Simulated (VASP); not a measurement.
A run of VASP 6.6.1 is set up as follows.

File POSCAR:

```
MgO2
1.0
    4.8286124700      0.0000000000      0.0000000000
    0.0000000000      4.8286124700      0.0000000000
    0.0000000000      0.0000000000      4.8286124700
Mg O
4 8
Direct
    0.0000000000      0.0000000000      0.0000000000
    0.5000000000      0.0000000000      0.5000000000
    0.5000000000      0.5000000000      0.0000000000
    0.0000000000      0.5000000000      0.5000000000
    0.5894244400      0.9105755600      0.0894244400
    0.9105755600      0.0894244400      0.5894244400
    0.0894244400      0.5894244400      0.9105755600
    0.4105755600      0.4105755600      0.4105755600
    0.5894244400      0.5894244400      0.5894244400
    0.9105755600      0.4105755600      0.0894244400
    0.0894244400      0.9105755600      0.4105755600
    0.4105755600      0.0894244400      0.9105755600
```

INCAR.step1

```
PREC = Accurate ; ENCUT = 520
EDIFF = 1E-5 ; ISMEAR = -1
SIGMA = 0.05 ; LREAL = False
LASPH = True ; NELM = 80
ALGO = Normal ; ISIF = 2
LWAVE = True ; LCHARG = False
GGA = PE
```

File INCAR.step2:

```
PREC = Accurate ; ENCUT = 520
EDIFF = 1E-7 ; ISMEAR = -1
SIGMA = 0.05 ; LREAL = False
LASPH = True ; NELM = 80
ALGO = Normal ; ISIF = 2
LWAVE = False ; LCHARG = False
METAGGA = MBJ ; ISTART = 1
```

KPOINTS

```
Automatic mesh
0
Gamma
  6 6 6
```

Contents of KPOINTS_OPT:

```
path GXMGRX,MR
15
line-mode
reciprocal
 0.0000000000  0.0000000000  0.0000000000  G
 0.0000000000  0.5000000000  0.0000000000  X

 0.0000000000  0.5000000000  0.0000000000  X
 0.5000000000  0.5000000000  0.0000000000  M

 0.5000000000  0.5000000000  0.0000000000  M
 0.0000000000  0.0000000000  0.0000000000  G

 0.0000000000  0.0000000000  0.0000000000  G
 0.5000000000  0.5000000000  0.5000000000  R

 0.5000000000  0.5000000000  0.5000000000  R
 0.0000000000  0.5000000000  0.0000000000  X

 0.5000000000  0.5000000000  0.0000000000  M
 0.5000000000  0.5000000000  0.5000000000  R
```

Potentials or basis: VASP PAW PBE potentials, release 64 (Mg, O).

Command:

```sh
$ cat potpaw_PBE.64/Mg/POTCAR potpaw_PBE.64/O/POTCAR > POTCAR
$ cp INCAR.step1 INCAR
$ mpirun -np 1 vasp_std > vasp.out
$ cp INCAR.step2 INCAR
$ mpirun -np 1 vasp_std > vasp.out
```

What does it give for the band gap along the path?

6.59 eV, indirect (least direct gap 6.69 eV).

What does it give for the band gap on the k mesh?

6.60 eV, indirect (least direct gap 6.71 eV).

Levels at the corners of the path, in eV from the valence-band top:
```csv
point,band 26,band 27,band 28,band 29,band 30,band 31
Γ,-0.36,0.00,0.00,7.17,7.17,7.17
X,-0.52,-0.10,-0.10,6.64,6.64,7.08
X,-0.52,-0.10,-0.10,6.64,6.64,7.08
M,-0.39,-0.39,-0.39,6.85,6.85,6.85
M,-0.39,-0.39,-0.39,6.85,6.85,6.85
Γ,-0.36,0.00,0.00,7.17,7.17,7.17
Γ,-0.36,0.00,0.00,7.17,7.17,7.17
R,-0.44,-0.44,-0.44,7.12,7.12,7.12
R,-0.44,-0.44,-0.44,7.12,7.12,7.12
X,-0.52,-0.10,-0.10,6.64,6.64,7.08
M,-0.39,-0.39,-0.39,6.85,6.85,6.85
R,-0.44,-0.44,-0.44,7.12,7.12,7.12
```
